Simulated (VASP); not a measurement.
Input of a VASP 6.6.1 run:

Contents of INCAR:

```
ALGO     = Normal         # electronic algorithm
EDIFF    = 1E-6           # SCF threshold, eV
ENCUT    = 520            # plane-wave cutoff, eV
GGA      = PE             # functional
ISIF     = 2              # what is computed and relaxed
ISMEAR   = 0              # smearing method
LASPH    = True           # aspherical terms in the spheres
LCHARG   = False          # write CHGCAR
LREAL    = False          # projectors in reciprocal space
LWAVE    = False          # write WAVECAR
NELM     = 80             # most SCF steps
PREC     = Accurate       # precision mode
SIGMA    = 0.026000000000000002 # smearing width, eV
```

Contents of KPOINTS:

```
k-points
0
Gamma
  13 13 13
```

The input POSCAR:

```
BN
1.0
    0.0000000000      1.8130010000      1.8130010000
    1.8130010000      0.0000000000      1.8130010000
    1.8130010000      1.8130010000      0.0000000000
N B
1 1
Direct
    0.2500000000      0.2500000000      0.2500000000
    0.0000000000      0.0000000000      0.0000000000
```

Potentials or basis: VASP PAW PBE potentials, release 64 (N, B).

Command:

```bash
$ cat potpaw_PBE.64/N/POTCAR potpaw_PBE.64/B/POTCAR > POTCAR
$ mpirun -np 1 vasp_std > vasp.out
```

Problem. Estimate the pressure.

Solution. -0.2 GPa.

Problem. Estimate the band gap on the k mesh.

Solution. 4.52 eV, indirect (least direct gap 8.78 eV).

Caveat: an odd mesh through Γ misses points on the zone boundary, where band edges often lie.

The gap isn't set beside the measured one, since this odd mesh misses points on the zone boundary.
